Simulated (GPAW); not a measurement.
CdTe:

```
CELL_PARAMETERS angstrom
0.00000 3.20500 3.20500
3.20500 0.00000 3.20500
3.20500 3.20500 0.00000
ATOMIC_POSITIONS crystal
Te 0.75000 0.75000 0.75000
Cd 0.00000 0.00000 0.00000
```

Program: GPAW 26.7.0. Alike in all runs: cell as given; smearing fermi-dirac 0.05 eV. Hardware: 1 thread of Arm Neoverse V1, with other jobs on the host.

Problem. Order these runs on this cell by their wall time, lowest first.
A. task band structure; level PBEsol; potentials or basis PAW data sets generated in the run's folder for this functional, pw; spin off; k mesh 7 × 7 × 7; cutoff (eV) 600; maxiter 150; band path GXWKGLUWLK,UX; band points 100
B. task band structure; level PBE; potentials or basis GPAW PAW data sets (gpaw-data 1.2.1), lcao:dzp; spin off; k mesh 6 × 6 × 6; maxiter 150; band path GXWKGLUWLK,UX; band points 80; grid spacing 0.2 Å
C. task single point; level LDA; potentials or basis the program's PAW data sets (release 1.2.1) made for this functional, pw; spin off; k mesh 6 × 6 × 6; cutoff (eV) 500; maxiter 80
D. task band structure; level mBEEF; potentials or basis GPAW PAW data sets (gpaw-data 1.2.1), pw; spin SOC, no magnetisation; k mesh 6 × 6 × 6; cutoff (eV) 600; maxiter 150; band path GXWKGLUWLK,UX; band points 80; spin axis theta (degrees) 90; spin axis phi (degrees) 0

Solution. C (10 s), B (35 s), A (97 s), D (250 s).

Caveats: spin-orbit coupling was added after a scalar SCF, so levels and gaps hold it while energy, forces, pressure and moments don't (some runs).

Not every run made on this cell is shown here.
